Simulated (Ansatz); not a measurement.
# MnO2: changing the functional

The cell as given:

```
CELL_PARAMETERS angstrom
2.85496 0.00000 0.00000
-1.42748 2.47246 0.00000
0.00000 0.00000 10.22174
ATOMIC_POSITIONS crystal
Mn 0.00000 0.00000 0.50000
Mn 0.00000 0.00000 0.00000
O 0.66667 0.33333 0.40686
O 0.66667 0.33333 0.09314
O 0.33333 0.66667 0.59314
O 0.33333 0.66667 0.90686
```

Measurements of this composition are mostly on another form, of space group No. 136.

Kept alike: task relaxation of cell and atoms; k mesh 11 × 11 × 3; occupations fermi-dirac, width 0.05 eV; collinear spin, ferromagnetic start. Program: Ansatz, Ansatz PAW. Cutoffs run from 420 to 500 eV. The mesh is that of the run's cell of 6 atoms. No spin-orbit coupling.

```csv
functional,volume (Å³/atom),first edge of the run's cell (Å),third edge of the run's cell (Å),largest site moment (μB)
LDA,11.042,2.811,9.680,2.42
PBEsol,12.971,2.840,11.143,2.47
r2SCAN,12.215,2.851,10.413,2.58
```

The relaxations keep at least the cell's symmetry (P6_3/mmc). Relaxations stop with a little pressure left, so the last digits of a volume or edge aren't settled. Ansatz's relaxations hold a Pulay term in the stress (up to 1.0 GPa here). The runs hold the magnetic state that their start led to, which needn't be the lowest. Site moments count inside each atom's sphere or projector. All rows use potentials made for PBE.

The volume runs from 11.042 (LDA) to 12.971 Å³/atom (PBEsol). The first edge of the run's cell runs from 2.811 (LDA) to 2.851 Å (r2SCAN). The third edge of the run's cell runs from 9.680 (LDA) to 11.143 Å (PBEsol). The largest site moment runs from 2.42 (LDA) to 2.58 μB (r2SCAN).

The choice of functional acts mainly on the spacing between the layers. The third edge goes from 9.680 to 11.143 Å, while the first stays within 2.811 to 2.851 Å. The volume therefore follows the stacking direction: PBEsol gives the largest cell although r2SCAN gives the longest in-plane edge. This is the anisotropy expected of a layered oxide. Strong ionic-covalent Mn–O bonds fix the edge-sharing octahedra within a sheet, whereas facing oxygen layers are held together only by weak van der Waals forces, which these functionals probably capture to differing and incomplete degrees. LDA's short spacing is thus no evidence of real interlayer bonding.

The site moments of 2.42 to 2.58 μB are compatible with high-spin Mn(IV), with three electrons in the t2g shell and some spin density lost to Mn–O covalency. They support a similar local electronic picture in all three runs, but not a particular magnetic order. Without total energies, nothing follows about the layered form's stability against the rutile one.
